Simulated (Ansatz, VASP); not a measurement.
# MgH2 in VASP and in Ansatz

INCAR

```
ALGO = Normal
EDIFF = 1E-6
ENCUT = 520
GGA = PE
ISIF = 2
ISMEAR = 0
LASPH = T
LCHARG = F
LREAL = F
LWAVE = F
NBANDS = 13
NELM = 100
PREC = Accurate
SIGMA = 0.1
```

File KPOINTS:

```
k-points
0
Gamma
  12 12 8
```

POSCAR

```
MgH2
1.0
    2.4058298635     -2.3976105088      0.0000000000
    2.4058298635      2.3976105088      0.0000000000
    0.0000000000      0.0000000000      4.7399619122
Mg H
2 4
Direct
    0.0000000000      0.0000000000      0.0000000000
    0.5000000000      0.5000000000      0.5000000000
    0.5349575300      0.9650424700      0.2500000000
    0.9650424700      0.5349575300      0.7500000000
    0.4650424700      0.0349575300      0.7500000000
    0.0349575300      0.4650424700      0.2500000000
```

Input for Ansatz:

```yaml
crystal:
  lattice:
    - [2.4058298635, -2.3976105088, 0.0]
    - [2.4058298635, 2.3976105088, 0.0]
    - [0.0, 0.0, 4.7399619122]
  atoms:
    - { symbol: Mg, position: [0.0, 0.0, 0.0] }
    - { symbol: Mg, position: [0.5, 0.5, 0.5] }
    - { symbol: H, position: [0.53495753, 0.96504247, 0.25] }
    - { symbol: H, position: [0.96504247, 0.53495753, 0.75] }
    - { symbol: H, position: [0.46504247, 0.03495753, 0.75] }
    - { symbol: H, position: [0.03495753, 0.46504247, 0.25] }
basis:
  ecutwfc: 420
kpoints:
  mp_grid: { grid: [12, 12, 8] }
  band_path:
    path:
      - [[0.0, 0.0, 0.0], [0.5, 0.5, 0.0], [0.4982947, 0.5017053, 0.0]]
      - [[-0.4982947, 0.4982947, 0.0], [0.0, 0.0, 0.0], [0.0, 0.0, 0.5], [-0.4982947, 0.4982947, 0.5]]
      - [[0.4982947, 0.5017053, 0.5], [0.5, 0.5, 0.5], [0.5, 0.5, 0.0]]
      - [[0.0, 0.0, 0.0], [0.0, 0.5, 0.0], [0.0, 0.5, 0.5], [0.0, 0.0, 0.5], [0.5, 0.5, 0.5]]
    npoints: 14
hamiltonian:
  xc: pbe
scf:
  occupations: { method: gaussian, width: 0.1 }
  n_extra_bands: 15
output:
  forces: true
  stress: true
  eigenvalues: true
  populations: true
  dos: { projected: true, de: 0.02, nscf_kmesh: { grid: [15, 15, 10] } }
  bader: true
  write_density: true
  write_potential: true
  elf: true
  volumetric_format: npy
```

The cell was built by a generator and needn't be a form met in nature.

Alike in both runs: task single point; functional PBE; k mesh 12 × 12 × 8; occupations gaussian, width 0.1 eV; no spin polarisation.

|  | VASP | Ansatz |
| --- | --- | --- |
| version | VASP 6.6.1 | Ansatz 0.2.0 |
| potentials or method | VASP PAW PBE potentials, release 64 (Mg, H) | scalar-relativistic, plane waves, PAW |
| plane-wave cutoff (eV) | 520 | 420 |
| valence electrons in the cell | 8 | 24 |

```csv
,VASP,Ansatz,Ansatz less VASP
gap on the k mesh at the Fermi level (eV),none,none,-
pressure (GPa),-0.4,0.0,+0.38
```

A gap of «none» marks a metal or a gap that the smearing closes. The two sets of potentials don't hold the same shells in valence.
